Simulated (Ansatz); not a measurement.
SnTe:

```
Te Sn
1.0
     0.00000    3.15085    3.15085
     3.15085    0.00000    3.15085
     3.15085    3.15085    0.00000
Te Sn
1 1
Direct
  0.50000 0.50000 0.50000
  0.00000 0.00000 0.00000
```

| Quantity | Value |
| --- | --- |
| Program | Ansatz 0.2.0 |
| Task | relaxation of cell and atoms |
| Functional | RPBE |
| Potentials or basis | Ansatz PAW |
| Cutoff | 420 eV (not typed: the program's choice for these potentials) |
| k mesh | 7 × 7 × 7 |
| Occupations | fermi-dirac, width 0.05 eV |
| Spin | no spin polarisation |

At the start: volume 31.28 Å³/atom.

Where does the relaxation end?

It ends after 5 steps and the volume is 34.05 Å³/atom (+8.8 %); space group Fm-3m (No. 225, to 0.05 Å).

Step by step:
```tsv
step	energy change (eV)	largest force (eV/Å)	volume (Å³)
1	0.0000	0.0000	62.56
2	-0.0543	0.0000	69.48
3	-0.0575	0.0000	68.29
4	-0.0576	0.0000	68.10
5	-0.0586	0.0000	68.10
```

Final structure:
```
CELL_PARAMETERS angstrom
0.00000 3.24112 3.24112
3.24112 0.00000 3.24112
3.24112 3.24112 0.00000
ATOMIC_POSITIONS crystal
Te 0.50000 0.50000 0.50000
Sn 0.00000 0.00000 0.00000
```

Caveat: the plane-wave basis is chosen anew once the cell has moved, so the energies of steps on either side of that aren't comparable; the PAW data sets come from PBE, with cores solved anew for the run's functional, which leaves a small shift of forces and pressure.
